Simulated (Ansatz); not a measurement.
# SiO2: the cost of one run

All numbers below are computed with Ansatz 0.2.0 (DFT PBE, scalar-relativistic, plane waves, PAW).

3 further runs of the same task are left out: 3 set aside as unsound or not needed.

## (1) The structure to begin with

The cell holds 24 atoms (HfO16Si7): a = 7.108 Å, b = 7.108 Å, c = 7.372 Å, α = 90.00°, β = 90.00°, γ = 90.00°.

The coordinates of this cell stand in the input of its own run.

The host was relaxed before at PBE: a = 5.026 Å, b = 5.026 Å, c = 7.372 Å, α = 90.00°, β = 90.00°, γ = 90.00° (conventional cell), 15.520 Å³/atom.

Places, in fractions of the supercell: Hf in place of Si at (0.500, 0.500, 0.000). The start keeps the symmetry of the ideal site.

## (2) Band edges of the host over the zone

Input file input.yaml:

```yaml
crystal:
  lattice:
    - [-2.5131486438, 2.5131486438, 3.6858706547]
    - [2.5131486438, -2.5131486438, 3.6858706547]
    - [2.5131486438, 2.5131486438, -3.6858706547]
  atoms:
    - { symbol: Si, position: [0.0, 0.0, 0.0] }
    - { symbol: Si, position: [0.75, 0.25, 0.5] }
    - { symbol: O, position: [0.375, 0.2174786118, 0.3424786118] }
    - { symbol: O, position: [0.9674786118, 0.625, 0.8424786118] }
    - { symbol: O, position: [0.7825213882, 0.125, 0.1575213882] }
    - { symbol: O, position: [0.875, 0.0325213882, 0.6575213882] }
basis:
  ecutwfc: 420
  xc_grid: 2
kpoints:
  mp_grid: { grid: [6, 6, 6] }
  band_path: { path: [VBM, CBM], npoints: 2 }
hamiltonian:
  xc: pbe
scf:
  occupations: { method: gaussian, width: 0.02 }
output:
  forces: true
  stress: true
  eigenvalues: true
```

On the command line:

```sh
$ ansatz run input.yaml --threads 8 --pin off --max-ram 16384MiB --backend cpu --events-out ev --progress --plain --runs-dir out
```

**Question.** How long does this run take on 8 threads of Intel Xeon 6975P-C (Granite Rapids), shared host, and how much memory does it need?

About 1.6 s, with a peak of 0.45 GiB.
